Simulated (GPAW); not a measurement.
# STM contrast on Sb2Se3 quintuple layer monolayer

What would a tunnelling microscope show on Sb2Se3 quintuple layer monolayer?

Main program and level: GPAW 26.7.0; GPAW, PAW setups; layer in a repeated cell with vacuum, relaxation of atoms and in-plane cell, in the first sound run; inputs show where later runs differ.

Report form: the programs' logs are mostly left out.

### Step 1. The structure

The cell holds 5 atoms: 3 Se and 2 Sb. Its edges and angles: a = 4.070 Å, b = 4.070 Å, c = 25.200 Å, α = 90.0°, β = 90.0°, γ = 120.0°. Vacuum lies along c.

### Step 2. Relaxing the atoms

Forces are removed first; all later runs use this geometry.

Input file run.py:

```python
import json
import numpy as np
from ase import Atoms
from ase.filters import FrechetCellFilter
from ase.optimize import BFGS
from gpaw import GPAW, PW

slab = Atoms(
    ['Se', 'Sb', 'Se', 'Sb', 'Se'],
    positions=[
        [-0.00000, 2.34982, 9.00000],
        [2.03500, 1.17491, 10.65000],
        [0.00000, 0.00000, 12.60000],
        [-0.00000, 2.34982, 14.55000],
        [2.03500, 1.17491, 16.20000]],
    cell=[[4.07, 0.0, 0.0], [-2.035, 3.52472, 0.0], [0.0, 0.0, 25.2]],
    pbc=[True, True, True])

slab.calc = GPAW(mode=PW(600), xc='PBE', kpts={'size': (9, 9, 1), 'gamma': True},
                 occupations={'name': 'fermi-dirac', 'width': 0.05}, nbands='160%',
                 convergence={'density': 1e-05}, maxiter=200,
                 symmetry={'tolerance': 1e-3}, txt='slab.txt')
result = {}
# The in-plane cell is free; stress needs a cell that repeats along all three vectors
path = []
opt = BFGS(FrechetCellFilter(slab, mask=[1, 1, 0, 0, 0, 1]), maxstep=0.2)
opt.attach(lambda: path.append((slab.get_potential_energy(), slab.positions.tolist(), slab.get_forces().tolist())))
result['relaxed'] = bool(opt.run(fmax=0.02, steps=45))
result['path'] = path
result['cell'] = slab.cell.tolist()
print('in-plane lattice', slab.cell.cellpar().round(4)[[0, 1, 5]])
energy = slab.get_potential_energy()
fermi = slab.calc.get_fermi_level()
v = slab.calc.get_electrostatic_potential().mean((0, 1)) - fermi
n = slab.calc.get_pseudo_density().mean((0, 1))
L = slab.cell[2, 2]
z = np.arange(len(v)) * L / len(v)
low, high = slab.positions[:, 2].min(), slab.positions[:, 2].max()
below, above = np.interp([low - 6.8, high + 6.8], z, v)
slopes = [np.interp(x, z, np.gradient(v, z)) for x in (low - 6.8, high + 6.8)]
eps = np.array([[slab.calc.get_eigenvalues(k, s) for k in range(len(slab.calc.get_ibz_k_points()))]
                for s in range(slab.calc.get_number_of_spins())]) - fermi
top, bottom = eps[eps < 0].max(), eps[eps > 0].min()
dipole = slab.get_dipole_moment()[2]
print(f'energy {energy:.4f} eV, Fermi level {fermi:.4f} eV, dipole {dipole:.5f} e A')
print(f'potential 6.8 A off the faces, from the Fermi level: lower {below:.4f} eV, upper {above:.4f} eV')
print(f'slope of the potential there: lower {slopes[0]:.5f}, upper {slopes[1]:.5f} eV/A')
print(f'nearest levels on the mesh: {top:.4f} and {bottom:.4f} eV')
print('magnetic moment', round(slab.get_magnetic_moment(), 3))
result.update(energy=energy, fermi=fermi, dipole=dipole, below=below, above=above, slopes=slopes, edges=[top, bottom],
              z=z.tolist(), v=v.tolist(), n=n.tolist(), positions=slab.positions.tolist(),
              forces=slab.get_forces(apply_constraint=False).tolist(), moments=slab.get_magnetic_moments().tolist())
json.dump(result, open('result.json', 'w'))
```

Launch:

```bash
> OMP_NUM_THREADS=1 OPENBLAS_NUM_THREADS=1 python run.py
```

It took 13 min on 1 thread of Intel Xeon Platinum 8375C at 2.90GHz (Ice Lake), shared host; peak memory 0.6 GiB.

Numbers from this step:

```yaml
dipole_along_the_normal: 3.56e-4 e·Å
levels_nearest_the_fermi_level_on_the_mesh: -0.3243, 0.2001 eV from the Fermi level
```

The electrostatic potential energy of an electron (without an applied field's), less the Fermi level, planar mean oscillates, so the rows of the table below give means over windows of 1.84 Å about each position, cut where the curve ends. Its maxima inside the range that stand out by 2 % of the span (Å: eV): 9.9: -4.33, 11.7: -0.896, 13.5: -0.896, 15.3: -4.33. Its minima: 9.2: -12.6, 10.7: -14.4, 12.6: -12.2, 14.5: -14.4, 16.0: -12.6.

Table of electrostatic potential energy of an electron (without an applied field's), less the Fermi level, planar mean by z; means over each step:

```csv
z (Å),"electrostatic potential energy of an electron (without an applied field's), less the Fermi level, planar mean (eV)"
0.92,5.18
2.76,5.18
4.60,5.18
6.44,5.14
8.28,-0.356
10.12,-9.31
11.96,-5.83
13.80,-6.60
15.64,-7.86
17.48,3.74
19.32,5.17
21.16,5.18
23.00,5.18
24.84,5.18
```

The pseudo valence density, planar mean oscillates, so the rows of the table below give means over windows of 1.93 Å about each position, cut where the curve ends. Its maxima inside the range that stand out by 2 % of the span (Å: e/Å³): 8.8: 0.262, 10.7: 1.11, 12.2: 0.287, 12.9: 0.287, 14.5: 1.11, 16.4: 0.262. Its minima: 9.1: 0.157, 11.7: 0.221, 12.6: 0.154, 13.5: 0.221, 16.1: 0.157.

Table of pseudo valence density, planar mean by z; means over each step:

```csv
z (Å),"pseudo valence density, planar mean (e/Å³)"
4.83,1.6e-5
6.76,0.00460
8.69,0.177
10.62,0.561
12.55,0.242
14.48,0.555
16.41,0.194
18.34,0.00643
20.27,2.3e-5
```

The relaxation lowered the energy of the cell by 0.0893 eV (energies extrapolated to zero smearing; the optimiser's log prints free energies). The largest force left on a free atom is 0.0083 eV/Å.

### Step 3. Plane waves, PBE

The work function is the vacuum plateau of the electrostatic potential less the Fermi level; a dipole layer lets the two faces have plateaus of their own.

This step: GPAW, PAW setups; slab in vacuum (GPAW 26.7.0).

The cell differs from the one that the last finished run ended in (c 25.200 → 24.889 Å).

Input file run.py:

```python
import json
import numpy as np
from ase import Atoms
from ase.dft.stm import STM
from gpaw import GPAW, PW

slab = Atoms(
    ['Se', 'Sb', 'Se', 'Sb', 'Se'],
    positions=[
        [0.00000, 2.34615, 9.00000],
        [2.03182, 1.17307, 10.54935],
        [-0.00000, 0.00000, 12.44439],
        [0.00000, 2.34615, 14.33943],
        [2.03182, 1.17307, 15.88878]],
    cell=[[4.06364, -0.0, 0.0], [-2.03182, 3.51921, 0.0], [0.0, 0.0, 24.8888]],
    pbc=[True, True, False])

slab.calc = GPAW(mode=PW(400), xc='PBE', kpts={'size': (9, 9, 1), 'gamma': True},
                 occupations={'name': 'fermi-dirac', 'width': 0.05}, nbands='160%',
                 convergence={'density': 1e-05}, maxiter=200,
                 poissonsolver={'dipolelayer': 'xy'},
                 symmetry={'tolerance': 1e-3}, txt='slab.txt')
result = {}
energy = slab.get_potential_energy()
fermi = slab.calc.get_fermi_level()
v = slab.calc.get_electrostatic_potential().mean((0, 1)) - fermi
n = slab.calc.get_pseudo_density().mean((0, 1))
L = slab.cell[2, 2]
z = np.arange(len(v)) * L / len(v)
low, high = slab.positions[:, 2].min(), slab.positions[:, 2].max()
below, above = np.interp([low - 6.8, high + 6.8], z, v)
slopes = [np.interp(x, z, np.gradient(v, z)) for x in (low - 6.8, high + 6.8)]
eps = np.array([[slab.calc.get_eigenvalues(k, s) for k in range(len(slab.calc.get_ibz_k_points()))]
                for s in range(slab.calc.get_number_of_spins())]) - fermi
top, bottom = eps[eps < 0].max(), eps[eps > 0].min()
dipole = slab.get_dipole_moment()[2]
print(f'energy {energy:.4f} eV, Fermi level {fermi:.4f} eV, dipole {dipole:.5f} e A')
print(f'potential 6.8 A off the faces, from the Fermi level: lower {below:.4f} eV, upper {above:.4f} eV')
print(f'slope of the potential there: lower {slopes[0]:.5f}, upper {slopes[1]:.5f} eV/A')
print(f'nearest levels on the mesh: {top:.4f} and {bottom:.4f} eV')
print('magnetic moment', round(slab.get_magnetic_moment(), 3))
result.update(energy=energy, fermi=fermi, dipole=dipole, below=below, above=above, slopes=slopes, edges=[top, bottom],
              z=z.tolist(), v=v.tolist(), n=n.tolist(), positions=slab.positions.tolist(),
              forces=slab.get_forces(apply_constraint=False).tolist(), moments=slab.get_magnetic_moments().tolist())

# Images need the states of the whole zone, up to time reversal
slab.calc = slab.calc.fixed_density(symmetry={'point_group': False}, txt='states.txt', nbands='280%',
                                    convergence={'bands': 'CBM+2.3'})
stm = STM(slab)
result['stm'] = []
for bias in [-1.5, 2.0]:
    height = high + 3.0
    current = stm.get_averaged_current(bias, height)
    x, y, h = stm.scan(bias, current)
    i, f = divmod(height / L * stm.ldos.shape[2], 1)
    I = abs((1 - f) * stm.ldos[:, :, int(i)] + f * stm.ldos[:, :, int(i) + 1])
    print(f'bias {bias} V: mean current at 3.0 A {current:.4e}, corrugation {np.ptp(h):.4f} A')
    result['stm'].append(dict(bias=bias, current=current, h=(h - high).tolist(), I=I.tolist()))
json.dump(result, open('result.json', 'w'))
```

It took 2.7 min on 1 thread; peak memory 0.67 GiB.

Numbers from this step:

| Quantity | Value |
| --- | --- |
| dipole along the normal | 3.52e-5 e·Å |
| levels nearest the Fermi level on the mesh | -0.3255, 0.2013 eV from the Fermi level |
| upper work function | 5.180 eV |
| lower work function | 5.175 eV |
| corrugation -1.5 | 0.5381 Å |
| corrugation 2 | 0.4893 Å |
| upper ionisation energy | 5.505 eV |

The electrostatic potential energy of an electron (without an applied field's), less the Fermi level, planar mean oscillates, so the rows of the table below give means over windows of 1.87 Å about each position, cut where the curve ends. Its maxima inside the range that stand out by 2 % of the span (Å: eV): 9.7: -4.36, 11.6: -0.909, 13.3: -0.908, 15.1: -4.36. Its minima: 9.0: -12.6, 10.6: -14.4, 12.4: -12.2, 14.3: -14.4, 15.9: -12.6.

Electrostatic potential energy of an electron (without an applied field's), less the Fermi level, planar mean against z; means over each step:

z (Å), electrostatic potential energy of an electron (without an applied field's), less the Fermi level, planar mean (eV) and a bar from the least value:
```
     0.94        5.2 ##############################
     2.81        5.2 ##############################
     4.68        5.2 ##############################
     6.54        5.1 ##############################
     8.42       -2.8 #############
    10.29       -8.6 
    12.16       -5.5 #######
    14.03       -7.5 ##
    15.90       -5.7 ######
    17.77        4.8 #############################
    19.64        5.2 ##############################
    21.50        5.2 ##############################
    23.38        5.2 ##############################
```

The pseudo valence density, planar mean oscillates, so the rows of the table below give means over windows of 0.5 Å about each position, cut where the curve ends. Its maxima inside the range that stand out by 2 % of the span (Å: e/Å³): 8.71: 0.249, 10.58: 1.11, 12.03: 0.293, 12.86: 0.293, 14.31: 1.11, 16.18: 0.249. Its minima: 8.92: 0.163, 11.41: 0.223, 12.44: 0.154, 13.48: 0.223, 15.97: 0.163.

Table of pseudo valence density, planar mean by z; means over each step:

```csv
z (Å),"pseudo valence density, planar mean (e/Å³)"
5.5,6.9e-5
6.0,2.9e-4
6.5,0.00129
7.0,0.00534
7.5,0.0250
8.0,0.0956
8.5,0.221
9.0,0.208
9.5,0.311
10.0,0.467
10.5,0.939
11.0,0.505
11.5,0.237
12.0,0.265
12.5,0.207
13.0,0.262
13.5,0.252
14.0,0.650
14.5,0.880
15.0,0.385
15.5,0.296
16.0,0.203
16.5,0.201
17.0,0.0729
17.5,0.0174
18.0,0.00410
18.5,8.7e-4
19.0,2.2e-4
19.5,5.0e-5
```

Tip height over the top atom over a1 and a2. Sample bias -1.5 V, constant current at the mean current 3.0 Å over the top atom.

Values in Å, 12 rows by 16 columns, each cell a mean:
```
2.78 2.79 2.82 2.86 2.90 2.93 2.95 2.95 2.95 2.94 2.92 2.89 2.85 2.82 2.79 2.78
2.84 2.84 2.83 2.83 2.84 2.85 2.85 2.85 2.85 2.85 2.84 2.84 2.84 2.84 2.84 2.84
2.91 2.88 2.85 2.81 2.78 2.76 2.76 2.76 2.78 2.81 2.85 2.88 2.91 2.93 2.93 2.93
2.97 2.93 2.87 2.80 2.74 2.72 2.72 2.76 2.82 2.89 2.95 2.99 3.03 3.04 3.04 3.02
3.02 2.95 2.88 2.79 2.74 2.73 2.77 2.84 2.93 3.00 3.06 3.10 3.12 3.13 3.11 3.08
3.04 2.95 2.88 2.80 2.76 2.79 2.86 2.94 3.03 3.10 3.15 3.17 3.18 3.17 3.15 3.11
3.03 2.94 2.87 2.81 2.82 2.89 2.97 3.05 3.13 3.18 3.21 3.23 3.22 3.20 3.16 3.11
2.99 2.91 2.85 2.83 2.89 2.96 3.04 3.12 3.18 3.22 3.24 3.25 3.23 3.19 3.15 3.09
2.94 2.87 2.84 2.86 2.93 3.01 3.09 3.15 3.20 3.23 3.24 3.23 3.20 3.16 3.11 3.03
2.86 2.82 2.83 2.88 2.96 3.04 3.11 3.16 3.19 3.20 3.20 3.18 3.14 3.09 3.02 2.94
2.79 2.78 2.82 2.89 2.97 3.03 3.09 3.13 3.15 3.15 3.14 3.11 3.05 2.99 2.92 2.85
2.76 2.78 2.82 2.88 2.95 2.99 3.04 3.06 3.07 3.07 3.04 3.00 2.95 2.89 2.83 2.78
```
Columns: a1 from 0 to 0.95; rows upwards: a2 from 0 to 0.95.

Local density of states summed over the bias window over a1 and a2. Sample bias -1.5 V, constant height 3.0 Å over the top atom.

Ten even steps from '0' (2.32 × 1e-5 arbitrary) to '9' (9.37 × 1e-5 arbitrary):
```
00011122222222111000
00001111111111100000
11000011111100001111
11100000000000111111
21100000000001122222
22110000000112233333
32110000001123344443
32110000011234555554
32110000112345666654
32110001123567787765
32110011235678888765
32100012346789998764
32100123457899998754
21101123567899987653
21001234568899886543
11011234567888765432
10011234567777654321
00011234556665543211
00011233445544332110
00011223333333221100
```
Columns: a1 from 0 to 0.95; rows upwards: a2 from 0 to 0.95.

Tip height over the top atom over a1 and a2. Sample bias 2 V, constant current at the mean current 3.0 Å over the top atom.

Ten even steps from '0' (2.73 Å) to '9' (3.22 Å):
```
22233444444444433222
22333333333333333222
33332222222222333333
43322111111122334444
44321100001123444444
54321000001234555655
54321000012345667766
54321000123456777776
64321001234677888877
64321112346788898887
64321123467889999887
54322234578899999887
54322345678999999876
54333456788999998876
43333456789999998765
43334457788999887754
32234467788888877644
22234456778887765443
22234456677776654432
22234455566655544322
```
Columns: a1 from 0 to 0.95; rows upwards: a2 from 0 to 0.95.

Local density of states summed over the bias window over a1 and a2. Sample bias 2 V, constant height 3.0 Å over the top atom.

Values in units of 1e-4 arbitrary, 12 rows by 16 columns, each cell a mean:
```
1.0 1.0 1.1 1.1 1.1 1.2 1.2 1.2 1.2 1.2 1.2 1.1 1.1 1.1 1.0 1.0
1.1 1.1 1.1 1.0 1.0 1.0 1.0 1.0 1.0 1.0 1.0 1.1 1.1 1.1 1.1 1.1
1.2 1.1 1.1 1.0 0.9 0.9 0.9 0.9 0.9 1.0 1.0 1.1 1.2 1.2 1.2 1.2
1.3 1.2 1.1 0.9 0.9 0.8 0.8 0.9 1.0 1.1 1.2 1.3 1.4 1.5 1.5 1.4
1.4 1.2 1.0 0.9 0.9 0.8 0.9 1.0 1.2 1.3 1.5 1.6 1.7 1.7 1.7 1.5
1.4 1.2 1.0 0.9 0.9 0.9 1.0 1.2 1.4 1.6 1.8 1.9 2.0 1.9 1.8 1.6
1.4 1.2 1.1 1.0 1.0 1.1 1.3 1.5 1.7 1.9 2.1 2.2 2.1 2.0 1.9 1.7
1.3 1.2 1.1 1.0 1.1 1.3 1.5 1.7 1.9 2.1 2.2 2.2 2.2 2.0 1.8 1.6
1.2 1.1 1.1 1.1 1.2 1.4 1.6 1.8 2.0 2.2 2.2 2.2 2.0 1.9 1.6 1.4
1.1 1.1 1.1 1.1 1.3 1.5 1.7 1.8 2.0 2.0 2.0 1.9 1.8 1.6 1.4 1.2
1.0 1.0 1.1 1.2 1.3 1.4 1.6 1.7 1.8 1.8 1.7 1.7 1.5 1.4 1.2 1.1
1.0 1.0 1.1 1.1 1.3 1.3 1.4 1.5 1.5 1.5 1.4 1.4 1.3 1.2 1.1 1.0
```
Columns: a1 from 0 to 0.95; rows upwards: a2 from 0 to 0.95.

The layer is gapped, so the Fermi level lies somewhere inside the gap, set by smearing and numerics, and these work functions are no property of the material; the band edges below the vacuum level are. The potential is flat to 5.2e-5 eV/Å where it is read, so the vacuum is wide enough.

### Step 4. A changed run

One more run, with changed settings.

Changes to run.py since step 3:

```diff
@@ -3,3 +3,2 @@
 from ase import Atoms
-from ase.dft.stm import STM
 from gpaw import GPAW, PW
@@ -15,3 +14,3 @@
     cell=[[4.06364, -0.0, 0.0], [-2.03182, 3.51921, 0.0], [0.0, 0.0, 24.8888]],
-    pbc=[True, True, False])
+    pbc=[True, True, True])
 
@@ -19,3 +18,3 @@
                  occupations={'name': 'fermi-dirac', 'width': 0.05}, nbands='160%',
-                 convergence={'density': 1e-05}, maxiter=200,
+                 convergence={'density': 1e-05}, maxiter=100,
                  poissonsolver={'dipolelayer': 'xy'},
@@ -44,16 +43,2 @@
               forces=slab.get_forces(apply_constraint=False).tolist(), moments=slab.get_magnetic_moments().tolist())
-
-# Images need the states of the whole zone, up to time reversal
-slab.calc = slab.calc.fixed_density(symmetry={'point_group': False}, txt='states.txt', nbands='280%',
-                                    convergence={'bands': 'CBM+2.3'})
-stm = STM(slab)
-result['stm'] = []
-for bias in [-1.5, 2.0]:
-    height = high + 3.0
-    current = stm.get_averaged_current(bias, height)
-    x, y, h = stm.scan(bias, current)
-    i, f = divmod(height / L * stm.ldos.shape[2], 1)
-    I = abs((1 - f) * stm.ldos[:, :, int(i)] + f * stm.ldos[:, :, int(i) + 1])
-    print(f'bias {bias} V: mean current at 3.0 A {current:.4e}, corrugation {np.ptp(h):.4f} A')
-    result['stm'].append(dict(bias=bias, current=current, h=(h - high).tolist(), I=I.tolist()))
 json.dump(result, open('result.json', 'w'))
```

The job ended after 1 s (1 thread; peak memory 0.15 GiB).

The input was rejected at the start.

The fault put into the input: a dipole layer in a cell that repeats along the normal (pbc_z = true).

### Step 5. Results

- work function, both faces (Fermi level placed in the gap by the smearing): 5.18 eV
- ionisation energy from the upper face (highest filled level on the mesh): 5.51 eV
- electron affinity from the upper face (lowest empty Kohn-Sham level on the mesh): 4.98 eV
- dipole along the normal: 3.5e-5 e Å, near the numerical noise
- corrugation at -1.5 V: 0.538 Å
- corrugation at 2 V: 0.489 Å

The tip height varies by 0.49 to 0.54 Å over the cell, much the same at every bias tried. Negative sample bias images filled states, positive bias empty ones. The levels nearest the Fermi level on the mesh lie 0.527 eV apart, so the slab is gapped there: the smearing puts the Fermi level inside the gap, and from either face the ionisation energy is the work function plus 0.33 eV. Both are Kohn-Sham levels on the mesh, and semilocal gaps are too small, so the affinity tends to come out too large and the ionisation energy too small. The images are of Tersoff-Hamann type: an s-wave tip, no tip-sample forces, heights closer than in a microscope. With elements this heavy, spin-orbit coupling can move band edges by tenths of an eV. Biases count from a Fermi level whose place in the gap is arbitrary, so only their reach past the band edges has a meaning. The layer's cell and atoms come from the relaxation; spin-orbit coupling and temperature are left out.

[Logs are printed without paths, hosts, clocks, repeated set-up lines and the standing remarks that a program may print on its own settings, such as how far it seeks lower states.]

[Hosts, paths, dates, database ids (printed as entryN), source tags and the programs' standing remarks are cut or masked in the printed files.]
